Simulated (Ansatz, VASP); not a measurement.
# Cross-check of ZnO (zincite) between VASP and Ansatz, part 3 of 3

Wanted: the spread between two codes on one cell, functional and k mesh.

VASP 6.6.1 and Ansatz 0.2.0.

So far. Step 6 (VASP: band structure, PBE): At this level the cell is under a pressure of 6.0 GPa, so at these settings it is away from equilibrium. Step 10 (VASP: band structure, BLYP): At this level the cell is under a pressure of 10.4 GPa, so at these settings it is away from equilibrium.

### Step 11. Ansatz: band structure, BLYP

Level of this step: Ansatz beside VASP: Kohn-Sham DFT, plane waves, BLYP (Ansatz).

The same cell, functional (in two slightly different forms), mesh and smearing now go to Ansatz, which takes its cutoff from its data sets.

Contents of input.yaml:

```yaml
crystal:
  lattice:
    - [3.249308, 0.0, 0.0]
    - [-1.624654, 2.8139832727, 0.0]
    - [0.0, 0.0, 5.205709]
  atoms:
    - { symbol: Zn, position: [0.3333333333, 0.6666666667, 0.5] }
    - { symbol: Zn, position: [0.6666666667, 0.3333333333, 0.0] }
    - { symbol: O, position: [0.6666666667, 0.3333333333, 0.37901] }
    - { symbol: O, position: [0.3333333333, 0.6666666667, 0.87901] }
hamiltonian:
  xc: blyp
  pseudopotentials: { kind: paw }
kpoints:
  mp_grid: { grid: [5, 5, 3] }
  band_path:
    path:
      - [0.0, 0.0, 0.0]
      - [0.13333, 0.0, 0.0]
      - [0.3, 0.0, 0.0]
      - [0.46667, 0.0, 0.0]
      - [0.46667, 0.06667, 0.0]
      - [0.41111, 0.17778, 0.0]
      - [0.35556, 0.28889, 0.0]
      - [0.28889, 0.28889, 0.0]
      - [0.17778, 0.17778, 0.0]
      - [0.06667, 0.06667, 0.0]
      - [0.0, 0.0, 0.03333]
      - [0.0, 0.0, 0.2]
      - [0.0, 0.0, 0.36667]
      - [0.0, 0.0, 0.5]
      - [0.16667, 0.0, 0.5]
      - [0.3, 0.0, 0.5]
      - [0.46667, 0.0, 0.5]
      - [0.46667, 0.06667, 0.5]
      - [0.41111, 0.17778, 0.5]
      - [0.35556, 0.28889, 0.5]
      - [0.28889, 0.28889, 0.5]
      - [0.17778, 0.17778, 0.5]
      - [0.06667, 0.06667, 0.5]
      - [0.5, 0.0, 0.46667]
      - [0.5, 0.0, 0.3]
      - [0.5, 0.0, 0.13333]
      - [0.33333, 0.33333, 0.0]
      - [0.33333, 0.33333, 0.16667]
      - [0.33333, 0.33333, 0.33333]
      - [0.33333, 0.33333, 0.5]
    npoints: 1
scf:
  occupations: { method: gaussian, width: 0.02 }
  n_extra_bands: 8
output:
  forces: true
  stress: true
  eigenvalues: true
```

The run is started by

```sh
> ansatz run input.yaml --threads 2 --pin off --max-ram 4608MiB --backend cpu --events-out ev --progress --plain --runs-dir out
```

Numbers of over 12 decimals in the logs are rounded to 6 here.

What it wrote:

```text
[...]
Crystal: 4 atoms, lattice volume = 47.598 Å³
Basis set: ecut = 420 eV, 941 PW (Γ), exchange–correlation on 48×48×72 points (8 copies of the dense FFT grid, shifted against one another)
Bands: 26, of which v1, the nominal top of the filled ones, is band 18 counted from 1 (17 counted from 0)
Symmetry: 12 space group operations
[...]
k-points: 10 of 75 (time reversal used)
[...]
k-point 0: bands = [... 14 lower, 6.7024, 7.4376, 7.5081, 7.5081, 8.4603, 12.7889, 15.9394, 20.4066, ... 4 higher]
  k-point 1: bands = [... 14 lower, 6.9075, 6.9075, 7.3104, 7.3104, 10.0709, 11.9579, 16.7301, 19.1562, ... 4 higher]
  k-point 2: bands = [... 14 lower, 6.1668, 6.2243, 7.1680, 7.2456, 10.2895, 14.0923, 15.9337, 17.9483, ... 4 higher]
  k-point 9: bands = [... 14 lower, 4.7823, 5.6583, 5.8864, 6.3447, 14.1769, 14.8895, 15.7880, 16.1636, ... 4 higher]
[key lines of the parts left out:]
SCF converged after 7 iterations
Free energy (F): -7796.692183 eV
Fermi energy:    7.984368 eV
P = ⅓ Tr σ = 9.4179 GPa (94.179 kbar)
```

Run time: 1.6 s. Hardware: 2 threads of Arm Neoverse V2, shared host; peak memory 0.29 GiB; 2.9 s of CPU time.

### Step 12. Differences

Both answers:

```
                                        quantity  Ansatz   VASP  difference
                                  pressure (GPa)    9.42  10.45       -1.03
pressure without Ansatz's Pulay correction (GPa)    8.55  10.45       -1.90
                   gap over the path points (eV)   0.952  0.958      -0.006
```

Forces (eV/Å; atoms numbered as in POSCAR):

```
atom        Ansatz x, y, z          VASP x, y, z
 Zn1  0.000, 0.000, -0.069  0.000, 0.000, -0.073
 Zn2  0.000, 0.000, -0.069  0.000, 0.000, -0.073
  O3   0.000, 0.000, 0.069   0.000, 0.000, 0.073
  O4   0.000, 0.000, 0.069   0.000, 0.000, 0.073
```

Levels at points of the path, from each program's valence-band top (eV; 4 filled, then empty):

```
k (reciprocal lattice)                                  Ansatz                                    VASP
     0.000 0.000 0.000    -0.81 -0.07 0.00 0.00 0.95 5.28 8.43    -0.81 -0.07 0.00 0.00 0.96 5.28 8.43
     0.133 0.000 0.000  -1.03 -0.84 -0.19 -0.12 2.02 5.95 8.44  -1.04 -0.84 -0.19 -0.12 2.02 5.96 8.43
     0.300 0.000 0.000  -2.05 -1.72 -0.67 -0.52 3.98 7.41 8.29  -2.05 -1.73 -0.67 -0.52 3.99 7.42 8.27
     0.467 0.000 0.000  -2.80 -2.24 -1.23 -0.81 5.73 7.19 7.83  -2.80 -2.25 -1.24 -0.81 5.74 7.18 7.81
     0.467 0.067 0.000  -2.84 -2.32 -1.30 -0.89 5.96 7.22 7.84  -2.84 -2.33 -1.30 -0.89 5.97 7.20 7.83
     0.411 0.178 0.000  -3.20 -2.35 -1.53 -1.22 6.58 7.71 7.90  -3.21 -2.35 -1.53 -1.22 6.59 7.70 7.88
     0.356 0.289 0.000  -3.47 -2.06 -1.78 -1.61 7.39 7.89 7.95  -3.46 -2.06 -1.78 -1.62 7.40 7.90 7.93
     0.289 0.289 0.000  -3.27 -2.30 -1.54 -1.54 6.87 7.90 8.25  -3.26 -2.31 -1.54 -1.54 6.88 7.89 8.26
     0.178 0.178 0.000  -2.42 -1.85 -0.72 -0.68 4.21 7.55 8.58  -2.42 -1.85 -0.72 -0.68 4.21 7.56 8.56
     0.067 0.067 0.000  -1.03 -0.68 -0.16 -0.10 1.82 5.80 8.44  -1.03 -0.67 -0.16 -0.10 1.83 5.81 8.43
```

The forces differ by 2.6 meV/Å r.m.s., which is 6.1 % of the r.m.s. force of 0.04 eV/Å (both taken over all components). Among the levels compared at these points, filled levels agree within 12 meV and empty ones within 20 meV. Ansatz's pressure holds a Pulay correction of 0.87 GPa; VASP's holds none.

### Step 13. Other set-ups

Further runs change the set-up of one program: Ansatz's method, potentials or start, or VASP's data sets, cutoff or form of LDA. The table gives Ansatz less VASP for each quantity, since a change that brings one quantity closer may part another.

```
                                        run  r.m.s. force difference (meV/Å)  pressure (GPa)  gap over the path points (eV)  pressure without Ansatz's Pulay correction (GPa)
                                   as above                              2.6            -1.0                        -0.0057                                              -1.9
                       cores kept as stored                              2.5           -0.99                        -0.0064                                              -1.8
    Ansatz's larger PAW set (cutoff 900 eV)                              2.2           -0.94                         0.0076                                              -1.0
norm-conserving potentials (cutoff 1240 eV)                              3.5            -1.4                         -0.043                                              -1.5
```

### Step 14. Summary of results

```yaml
difference_in_pressure_band_structure_lda: -1.1 GPa
difference_in_pressure_band_structure_pbe: -1.1 GPa
difference_in_pressure_band_structure_blyp: -1.0 GPa
```

What this shows: The difference in pressure is -1.1 GPa (band structure, LDA), beyond the 1 GPa picked in this series as the mark of a large difference. Band structure, LDA, cores kept as stored: the difference in gap over the path points goes from 0.0013 to -0.0097 eV. Band structure, LDA, Ansatz's larger PAW set (cutoff 900 eV): the difference in gap over the path points goes from 0.0013 to 0.013 eV; the difference in pressure without Ansatz's Pulay correction goes from -2.0 to -1.2 GPa. Band structure, LDA, norm-conserving potentials (cutoff 1143 eV): the difference in pressure goes from -1.1 to -1.5 GPa; the difference in gap over the path points goes from 0.0013 to 0.059 eV. Band structure, PBE, Ansatz's larger PAW set (cutoff 900 eV): the difference in gap over the path points goes from 0.016 to 0.032 eV. Band structure, PBE, norm-conserving potentials (cutoff 1240 eV): the difference in gap over the path points goes from 0.016 to 0.067 eV. 1 further run of this series is not shown here. Such differences can come from data sets, numerical settings and the points named under the comparisons, not from the functional's error against experiment.

[Lines on the potential files, build, host, timing and source positions are cut from VASP's logs without a mark.]

[Logs are printed without paths, hosts, clocks, repeated set-up lines and the standing remarks that a program may print on its own settings, such as how far it seeks lower states.]

[Hosts, paths, dates, database ids (printed as entryN), source tags and the programs' standing remarks are cut or masked in the printed files.]
